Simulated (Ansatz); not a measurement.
Relaxed bulk Cu:

```
Cu
1.0
     0.00000    1.81490    1.81490
     1.81490    0.00000    1.81490
     1.81490    1.81490    0.00000
Cu
1
Direct
  0.00000 0.00000 0.00000
```

Miller indices refer to the conventional cell of Fm-3m (No. 225), a = 3.630 Å, b = 3.630 Å, c = 3.630 Å, α = 90.00°, β = 90.00°, γ = 90.00°.

Consider the (111) slab of 6 planes, 10.5 Å thick with 15 Å of vacuum as cut; outer planes Cu (top) and Cu (bottom), all atoms relaxed.

Level of theory: DFT PBE, scalar-relativistic, plane waves, PAW (Ansatz 0.2.0). Plane waves to 420 eV, a k mesh through Γ of 15×15×1 on the computed 6-atom cell and Gaussian smearing (0.10 eV); no spin polarisation. A dipole correction removes the field between periodic images along c.

Question: Give the surface energy (mean of both faces).

Answer: 1.35 J/m².

Question: Predict the work function.

Answer: 4.80 eV.

Question: The top two planes lie 2.096 Å apart in the bulk. How does relaxation change this?

Answer: The spacing becomes 2.078 Å (-0.8 %).